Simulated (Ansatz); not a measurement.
## H started on an O site in anatase TiO2, 108 atoms, charge +1

All numbers come from Ansatz (PAW, plane waves, no spin–orbit coupling) at the single k point (¼, ¼, ¼) without its symmetry partners. The atoms were relaxed with PBEsol in a fixed cell; other functionals are single points on those atoms unless said otherwise. The valence top and gap of the host come from its small cell on a dense mesh, with the band extrema sought between the mesh points, lined up by the mean potential, PBEsol gap 2.10 eV, HSE06 gap 3.65 eV. The charge correction uses an assumed dielectric constant of 40.

Relaxed structure:

```yaml
crystal:
  lattice:
    - [11.31128, 0.00001, -0.00003]
    - [0.00001, 11.31128, -0.00003]
    - [-0.00002, -0.00002, 9.54839]
  atoms:
    - { symbol: Ti, position: [0.99996, 0.00004, 0.99980] }
    - { symbol: Ti, position: [0.00007, 0.33248, 0.99956] }
    - { symbol: Ti, position: [0.00018, 0.66757, 0.99959] }
    - { symbol: Ti, position: [0.33338, 0.00007, 0.99802] }
    - { symbol: Ti, position: [0.33326, 0.33030, 0.99957] }
    - { symbol: Ti, position: [0.33334, 0.66977, 0.99956] }
    - { symbol: Ti, position: [0.66685, 0.00001, 0.99975] }
    - { symbol: Ti, position: [0.66642, 0.33249, 0.99960] }
    - { symbol: Ti, position: [0.66649, 0.66755, 0.99960] }
    - { symbol: Ti, position: [0.00029, 0.16644, 0.25040] }
    - { symbol: Ti, position: [0.99986, 0.49998, 0.24747] }
    - { symbol: Ti, position: [0.00023, 0.83354, 0.25037] }
    - { symbol: Ti, position: [0.33343, 0.16570, 0.25054] }
    - { symbol: Ti, position: [0.33348, 0.50014, 0.24051] }
    - { symbol: Ti, position: [0.33338, 0.83455, 0.25051] }
    - { symbol: Ti, position: [0.66669, 0.16653, 0.25030] }
    - { symbol: Ti, position: [0.66732, 0.50008, 0.24744] }
    - { symbol: Ti, position: [0.66662, 0.83364, 0.25032] }
    - { symbol: Ti, position: [0.16622, 0.99998, 0.74923] }
    - { symbol: Ti, position: [0.16709, 0.33299, 0.75033] }
    - { symbol: Ti, position: [0.16719, 0.66695, 0.75034] }
    - { symbol: Ti, position: [0.50064, 0.00003, 0.74923] }
    - { symbol: Ti, position: [0.49943, 0.33306, 0.75017] }
    - { symbol: Ti, position: [0.49956, 0.66699, 0.75015] }
    - { symbol: Ti, position: [0.83343, 0.00004, 0.74987] }
    - { symbol: Ti, position: [0.83325, 0.33267, 0.75052] }
    - { symbol: Ti, position: [0.83340, 0.66740, 0.75055] }
    - { symbol: Ti, position: [0.16710, 0.16649, 0.49957] }
    - { symbol: Ti, position: [0.15915, 0.49995, 0.50178] }
    - { symbol: Ti, position: [0.16703, 0.83340, 0.49952] }
    - { symbol: Ti, position: [0.49987, 0.16653, 0.49938] }
    - { symbol: Ti, position: [0.50764, 0.50005, 0.50169] }
    - { symbol: Ti, position: [0.49978, 0.83360, 0.49938] }
    - { symbol: Ti, position: [0.83347, 0.16672, 0.49979] }
    - { symbol: Ti, position: [0.83338, 0.50003, 0.50278] }
    - { symbol: Ti, position: [0.83341, 0.83333, 0.49978] }
    - { symbol: O, position: [0.99996, 0.99999, 0.20781] }
    - { symbol: O, position: [0.00231, 0.33396, 0.20814] }
    - { symbol: O, position: [0.00235, 0.66602, 0.20815] }
    - { symbol: O, position: [0.33329, 0.00005, 0.20615] }
    - { symbol: O, position: [0.33332, 0.33269, 0.20787] }
    - { symbol: O, position: [0.33332, 0.66738, 0.20795] }
    - { symbol: O, position: [0.66692, 0.00003, 0.20779] }
    - { symbol: O, position: [0.66458, 0.33396, 0.20808] }
    - { symbol: O, position: [0.66460, 0.66611, 0.20806] }
    - { symbol: O, position: [0.00044, 0.16898, 0.45800] }
    - { symbol: O, position: [0.99978, 0.49993, 0.45870] }
    - { symbol: O, position: [0.00037, 0.83117, 0.45802] }
    - { symbol: O, position: [0.33343, 0.16425, 0.45687] }
    - { symbol: O, position: [0.33338, 0.83604, 0.45686] }
    - { symbol: O, position: [0.66644, 0.16906, 0.45790] }
    - { symbol: O, position: [0.66700, 0.50001, 0.45866] }
    - { symbol: O, position: [0.66637, 0.83113, 0.45786] }
    - { symbol: O, position: [0.99974, 0.16691, 0.04260] }
    - { symbol: O, position: [0.00050, 0.49999, 0.04374] }
    - { symbol: O, position: [0.99978, 0.83311, 0.04260] }
    - { symbol: O, position: [0.33339, 0.16635, 0.04138] }
    - { symbol: O, position: [0.33346, 0.50006, 0.04251] }
    - { symbol: O, position: [0.33335, 0.83376, 0.04139] }
    - { symbol: O, position: [0.66711, 0.16692, 0.04254] }
    - { symbol: O, position: [0.66620, 0.50005, 0.04370] }
    - { symbol: O, position: [0.66711, 0.83317, 0.04254] }
    - { symbol: O, position: [0.99984, 0.99995, 0.79232] }
    - { symbol: O, position: [0.00020, 0.33382, 0.79224] }
    - { symbol: O, position: [0.00030, 0.66625, 0.79224] }
    - { symbol: O, position: [0.33336, 0.00005, 0.79095] }
    - { symbol: O, position: [0.33328, 0.33202, 0.79316] }
    - { symbol: O, position: [0.33335, 0.66796, 0.79321] }
    - { symbol: O, position: [0.66687, 0.99994, 0.79231] }
    - { symbol: O, position: [0.66631, 0.33403, 0.79219] }
    - { symbol: O, position: [0.66637, 0.66605, 0.79219] }
    - { symbol: O, position: [0.16674, 0.16623, 0.29221] }
    - { symbol: O, position: [0.17183, 0.49998, 0.29956] }
    - { symbol: O, position: [0.16667, 0.83370, 0.29219] }
    - { symbol: O, position: [0.50012, 0.16621, 0.29204] }
    - { symbol: O, position: [0.49499, 0.50008, 0.29950] }
    - { symbol: O, position: [0.50004, 0.83378, 0.29201] }
    - { symbol: O, position: [0.83345, 0.16731, 0.29256] }
    - { symbol: O, position: [0.83342, 0.50006, 0.29221] }
    - { symbol: O, position: [0.83341, 0.83259, 0.29254] }
    - { symbol: O, position: [0.16660, 0.00012, 0.95673] }
    - { symbol: O, position: [0.16676, 0.33369, 0.95759] }
    - { symbol: O, position: [0.16685, 0.66636, 0.95762] }
    - { symbol: O, position: [0.50014, 0.00007, 0.95672] }
    - { symbol: O, position: [0.49981, 0.33355, 0.95751] }
    - { symbol: O, position: [0.49989, 0.66655, 0.95753] }
    - { symbol: O, position: [0.83340, 0.00006, 0.95738] }
    - { symbol: O, position: [0.83327, 0.33393, 0.95781] }
    - { symbol: O, position: [0.83337, 0.66616, 0.95779] }
    - { symbol: O, position: [0.16630, 0.00001, 0.54183] }
    - { symbol: O, position: [0.17432, 0.33493, 0.54124] }
    - { symbol: O, position: [0.17432, 0.66507, 0.54117] }
    - { symbol: O, position: [0.50079, 0.00007, 0.54173] }
    - { symbol: O, position: [0.49266, 0.33499, 0.54102] }
    - { symbol: O, position: [0.49263, 0.66513, 0.54105] }
    - { symbol: O, position: [0.83343, 0.00005, 0.54164] }
    - { symbol: O, position: [0.83333, 0.33390, 0.54258] }
    - { symbol: O, position: [0.83344, 0.66618, 0.54250] }
    - { symbol: O, position: [0.16521, 0.16711, 0.70662] }
    - { symbol: O, position: [0.16722, 0.49999, 0.70804] }
    - { symbol: O, position: [0.16534, 0.83285, 0.70662] }
    - { symbol: O, position: [0.50147, 0.16718, 0.70648] }
    - { symbol: O, position: [0.49893, 0.50004, 0.70798] }
    - { symbol: O, position: [0.50137, 0.83293, 0.70650] }
    - { symbol: O, position: [0.83329, 0.16682, 0.70750] }
    - { symbol: O, position: [0.83347, 0.50006, 0.70750] }
    - { symbol: O, position: [0.83332, 0.83321, 0.70745] }
    - { symbol: H, position: [0.33340, 0.49991, 0.45795] }
```

Chemical potentials μ are those of reference phases of the elements at zero temperature by the same functional (the usual solids, diamond for C, grey Sn, and the molecules H2, N2, O2, F2, Cl2, Br2 and S8).

| functional | E(defect) − E(host) − Σ nμ + q·E_VBM (eV) | monopole (eV) | alignment (eV) | formation energy at E_F = VBM (eV) | moment (μB) | wall time, shared host |
| --- | --- | --- | --- | --- | --- | --- |
| PBEsol | 1.57 | 0.05 | -0.04 | 1.58 | 0 (no spin) | 7.9 s on NVIDIA GB200 (relaxation) |
| HSE06 | 0.60 | 0.05 | -0.04 | 0.61 | 0 (no spin) | 43 s on NVIDIA GB200 |

HSE06 one-electron levels near the gap (the ten most localised at most), from the host's valence top, not corrected for the charge's images:

| level (eV) | spin | filling | atoms sharing it | element of the atom with most weight |
| --- | --- | --- | --- | --- |
| -0.29 | both | 2.00 | 42.9 | spread |
| -0.28 | both | 2.00 | 44.6 | spread |
| -0.17 | both | 2.00 | 68.4 | spread |
| -0.15 | both | 2.00 | 62.2 | spread |
| -0.10 | both | 2.00 | 30.2 | H |

All elements are taken at their own reference at once; growth conditions in equilibrium with the host shift these energies, by up to the host's formation enthalpy.

One k point and a cell of this size can leave errors of several tenths of an eV in such numbers.
